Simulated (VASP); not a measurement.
Runs of VASP 6.6.1 on Pt. It takes space group Fm-3m (No. 225, cubic). The conventional cell has a = 3.922 Å, b = 3.922 Å, c = 3.922 Å, α = 90.00°, β = 90.00°, γ = 90.00°. Around Pt (site symmetry m-3m) lie 12 Pt at 2.77 Å. 

| task | level | spin | U | cell | k mesh | cutoff (eV) | smearing | LDAUTYPE | hund's J | other keys | gap on the mesh (eV) | pressure (GPa) |
| --- | --- | --- | --- | --- | --- | --- | --- | --- | --- | --- | --- | --- |
| electrostatic potential | PBE+rVV10+U | SOC, no magnetisation | Pt d U = 3.5 eV, J = 0.9 eV | as given | 9 × 9 × 9 | 520 | gaussian 0.05 eV | 1 | 0.9 | - | - | (a) |
| single point | PBEsol | off | - | as given | 12 × 12 × 12 | 500 | gaussian 0.1 eV | - | - | - | none | -1.0 |
| relaxation of the atoms | PBE+rVV10+U | off | Pt d U = 4 eV, J = 1.0 eV | atoms relaxed from: cell strained at random at fixed volume | 12 × 12 × 12 | 520 | gaussian 0.05 eV | 2 | 1 | - | none | -2.0 |
| electron localisation function | PBE+D3(BJ)+U | off | Pt d U = 6.2 eV, J = 1.0 eV | as given | 15 × 15 × 15 | 520 | methfessel-paxton 0.2 eV | 2 | 1 | NELMIN = 8; k = 15 × 15 × 15; NBANDS = 6 | - | -15.4 |

Alike in all rows: potentials or basis VASP PAW PBE potentials, release 64 (Pt).

Question: Estimate the missing entries.

Answer: (a) -0.6.

Caveats: the U is typed as a test and isn't derived for this compound (some runs); the PAW data sets were made with another functional, which shifts forces and pressure a little (some runs); the relaxation stopped at its first step, so nothing moved (some runs); U without spin polarisation on a metal has little footing (some runs); pairwise dispersion overbinds metals, which lowers pressure and volume (some runs); the bands computed are all filled at some k points, so no gap is given (some runs).

A k mesh can miss the band edges, and rows without SOC leave out spin-orbit coupling on Pt.

A gap of «none» marks a metal or a gap under the smearing width.
